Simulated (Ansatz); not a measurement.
MgO (Fm-3m), symmetry broken, then relaxed

Method: DFT PBEsol, scalar-relativistic, plane waves, PAW in Ansatz 0.2.0. Settings: plane waves to 420 eV, k-mesh 12×12×8 (Γ-centred), Gaussian smearing 0.05 eV. No spin polarisation. Energies are free energies at this smearing, counted from the undisturbed cell; pressure is positive in compression.

Zero of the scan (relaxed at this level):

```
Mg O
1.0
     0.00000   -2.10711   -2.10711
    -2.10711    0.00000   -2.10711
     2.10711    2.10711   -4.21421
Mg O
2 2
Direct
  0.00000 0.00000 0.00000
  0.50000 0.50000 0.50000
  0.75000 0.75000 0.75000
  0.25000 0.25000 0.25000
```

The atoms are displaced (Å, in the unstrained cell):

```
atom ux uy uz
 Mg1   0.008   0.034   0.029
 Mg2  -0.003  -0.011  -0.010
  O3  -0.003  -0.011  -0.010
  O4  -0.003  -0.011  -0.010
```

Cell and atoms are then relaxed.

Does the relaxation return to the undisturbed structure?

Yes (up to a choice of domain or origin): same space group and volume, and an energy 0.0 meV/atom from it. The disturbance itself cost 2.8 meV/atom. The final space group reads Fm-3m (tolerance 0.05 Å) and the volume changes by 0.00 %.

Final structure:

```
Mg O
1.0
    -0.00003   -2.10701   -2.10718
    -2.10705    0.00001   -2.10723
     2.10715    2.10724   -4.21457
Mg O
2 2
Direct
  0.99988 0.99999 0.00001
  0.49993 0.49999 0.50000
  0.75009 0.75004 0.74997
  0.25011 0.24998 0.25001
```

The relaxation, step by step (energy from the first step; small jumps at an unchanged geometry come where the plane waves are selected anew for the new cell):

| step | ΔE (meV/atom) | largest force component (eV/Å) | pressure (GPa) |
| --- | --- | --- | --- |
| 1 | 0.0 | 0.320 | 0.17 |
| 2 | -1.0 | 0.225 | 0.10 |
| 3 | -2.8 | 0.003 | -0.01 |
| 4 | -2.8 | 0.003 | -0.01 |

Cost: 3 runs of about 1.6 core-minutes in all, on Intel Xeon 6975P-C (Granite Rapids) (shared hosts).